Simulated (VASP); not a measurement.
Here is a VASP 6.6.1 calculation.

INCAR

```
SYSTEM = NiO
PREC = Accurate
ENCUT = 600
EDIFF = 1E-6
ISMEAR = 0
SIGMA = 0.03
LREAL = .False.
LASPH = .True.
NELM = 150
ALGO = Normal
ISIF = 3
LWAVE = .False.
LCHARG = .False.
ISPIN = 2
MAGMOM = 2 -2 0 0
LORBIT = 11
LMAXMIX = 4
METAGGA = R2SCAN
LMIXTAU = .True.
IBRION = 2
NSW = 90
EDIFFG = -0.01
AMIX = 0.2
BMIX = 1E-4
AMIX_MAG = 0.8
BMIX_MAG = 1E-4
```

KPOINTS

```
Automatic mesh
0
Gamma
  10 10 10
  0 0 0
```

POSCAR

```
NiO
1.0
   -2.0859016400     -2.0859016400      4.1718032800
   -4.1718032800     -2.0859016400      2.0859016400
   -2.0859016400     -4.1718032800      2.0859016400
Ni O
2 2
Direct
    0.0000000000      0.0000000000      0.0000000000
    0.5000000000      0.5000000000      0.5000000000
    0.2500000000      0.2500000000      0.2500000000
    0.7500000000      0.7500000000      0.7500000000
```

Potentials or basis: VASP PAW PBE potentials, release 64 (Ni, O).

Run with:

```bash
$ cat potpaw_PBE.64/Ni/POTCAR potpaw_PBE.64/O/POTCAR > POTCAR
$ mpirun -np 1 vasp_std > vasp.out
```

(1) What does it give for the relaxed cell?

(2) What does it give for the band gap on the k mesh?

Results:

(1) a = 5.092 Å, b = 5.092 Å, c = 5.092 Å, α = 33.59°, β = 33.59°, γ = 33.59°.

(2) 2.31 eV.
